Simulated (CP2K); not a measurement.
TiC:

```xyz
2
Lattice="3.0628 0.0000 0.0000 1.5314 2.6525 0.0000 1.5314 0.8842 2.5008" Properties=species:S:1:pos:R:3 pbc="T T T"
Ti    0.0000    0.0000    0.0000
C     3.0628    1.7683    1.2504
```

The cell is a database's computed one.

Base run:

| Item | Value |
| --- | --- |
| Program | CP2K 2026.2 |
| Functional | PBEsol |
| Potentials or basis | POTENTIAL_UZH Ti GTH-PBE-q12, C GTH-PBE-q4; TZVP-MOLOPT-PBE-GTH basis |
| Density cutoff | 6123 eV |
| k mesh | 11 × 11 × 11 |
| Occupations | fermi-dirac, width 0.05 eV |
| Spin | no spin polarisation |

Its results: band gap on the k mesh none (metal or under the smearing width); pressure -5.5 GPa.

Question: After a change of settings the same cell gave: band gap on the k mesh none (metal or under the smearing width); pressure 0.8 GPa. Which change was it?
A. occupations from fermi-dirac, width 0.05 eV to fermi-dirac, width 0.01 eV; potential files from those of the base run to others of the same set
B. eps_default from 1.0E-9 to 1.0E-10; ngrids from 5 to 4
C. functional from PBEsol to PBE

Answer: C.

PBE binds less tightly than PBEsol, so the same cell stands under more pressure.

Caveats: the basis of atomic orbitals isn't converged, which shifts pressures, moduli and gaps; the potentials were made for another functional, which shifts forces and pressure (some runs).

Not every run made on this cell is shown here.
